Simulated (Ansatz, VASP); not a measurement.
# Nb: VASP beside Ansatz

```
CELL_PARAMETERS angstrom
-1.58075 1.58075 1.70555
1.58075 -1.58075 1.70555
1.58075 1.58075 -1.70555
ATOMIC_POSITIONS crystal
Nb 0.00000 0.00000 0.00000
```

Change from the starting cell: strain -0.050 along x and y, +0.025 along z, atoms carried along.

Alike in both runs: task single point; functional r2SCAN; k mesh 20 × 20 × 20; occupations gaussian, width 0.15 eV; no spin polarisation.

|  | VASP | Ansatz |
| --- | --- | --- |
| version | VASP 6.6.1 | Ansatz 0.2.0 |
| potentials or method | VASP PAW PBE potentials, release 64 (Nb_sv) | scalar-relativistic, plane waves, PAW |
| plane-wave cutoff (eV) | 520 | 500 |
| valence electrons in the cell | 13 | 13 |

Ansatz gave:

```
gap on the k mesh at the Fermi level (eV)       : none
pressure (GPa)                                  : 11.2
largest component of the traceless stress (GPa) : 7.36
```

Task: Which values does VASP return?

Result: gap on the k mesh at the Fermi level (eV): none; pressure (GPa): 11.0; largest component of the traceless stress (GPa): 7.34.

A gap of «none» marks a metal or a gap that the smearing closes.

Caveats: the PAW data sets were made with another functional, which shifts forces and pressure a little (VASP).
